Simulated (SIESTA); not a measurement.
Something may be wrong with this SIESTA 5.4.2 calculation of Au.

Contents of Au.fdf:

```
SystemName                      Au
SystemLabel                     Au
NumberOfSpecies                 1
NumberOfAtoms                   6
%block ChemicalSpeciesLabel
  1  79 Au
%endblock ChemicalSpeciesLabel
%include structure.fdf

%block kgrid.MonkhorstPack
    8   0   0  0.0
    0   8   0  0.0
    0   0   1  0.0
%endblock kgrid.MonkhorstPack
XC.Functional                   GGA
XC.Authors                      PBE
PAO.BasisSize                   DZP
PAO.EnergyShift                 0.003 Ry
Mesh.Cutoff                     800
OccupationFunction              FD
ElectronicTemperature           0.05 eV
Slab.DipoleCorrection           vacuum
MaxSCFIterations                80
SCF.MustConverge                false
SCF.Mixer.Method                Pulay
SCF.Mixer.Weight                0.25
SCF.Mixer.History               8
SCF.DM.Tolerance                5.0e-05
SCF.H.Tolerance                 1.0e-03 eV
WriteForces                     true
Charge.Mulliken                 end
%block PAO.Basis
  Au 5
  n=5 0 2
    2.662 0.000
  n=6 0 2
    7.025 0.000
  n=5 1 2
    3.170 0.000
  n=6 1 1
    7.025
  n=5 2 2
    5.458 0.000
%endblock PAO.Basis
```

Contents of structure.fdf:

```
LatticeConstant                 1.0 Ang
%block LatticeVectors
     2.8999984105     0.0000000000     0.0000000000
    -1.4499992052     2.5114722944     0.0000000000
     0.0000000000     0.0000000000    27.2000000000
%endblock LatticeVectors
AtomicCoordinatesFormat         Fractional
%block AtomicCoordinatesAndAtomicSpecies
     0.3333333333     0.6666666666     0.2757352941  1  Au
     0.6666666667     0.3333333334     0.3654411765  1  Au
     0.3333333333     0.6666666666     0.4551470588  1  Au
     0.6666666667     0.3333333334     0.5448529412  1  Au
     0.3333333333     0.6666666666     0.6345588235  1  Au
     0.6666666667     0.3333333334     0.7242647059  1  Au
%endblock AtomicCoordinatesAndAtomicSpecies
```

Potentials or basis: PseudoDojo 0.4 standard (PBE files), DZP (energy shift 0.003 Ry; two zetas on semicore shells).

Command:

```bash
$ siesta < Au.fdf > Au.out 2>&1
```

Au.out:

```text
Version         : 5.4.2

                           ***********************
                           *  WELCOME TO SIESTA  *
                           ***********************

 NOTE: Siesta V5 introduces some new defaults for basis-set generation
 NOTE: which might lead to slightly different numerical results.
 NOTE: Please see the manual for full details and compatibility measures.

[... 334 lines left out ...]
redata: Long output                                 =   F
redata: Number of Atomic Species                    =        1
redata: Charge density info will appear in .RHO file
STOP Stopping Program
*************************************************************
ERROR

FDF module: fdf_physical:  no unit specified for MeshCutoff

     File: fdf.F90
     Line:  2144
*************************************************************
redata: Write Mulliken charges (when)               = end
redata: Write Mulliken Pop.                         = Atomic and Orbital charges
redata: Write Hirshfeld charges (when)              = none
redata: Write Voronoi charges (when)                = none
redata: Write spin charge (when)                    = none
redata: Matel table size (NRTAB)                    =     1024
```

Task: How did it end, and where is the flaw?

Result: The program refused the input. The input holds a flaw that was put in on purpose: mesh cutoff without a unit (Mesh.Cutoff = 800).
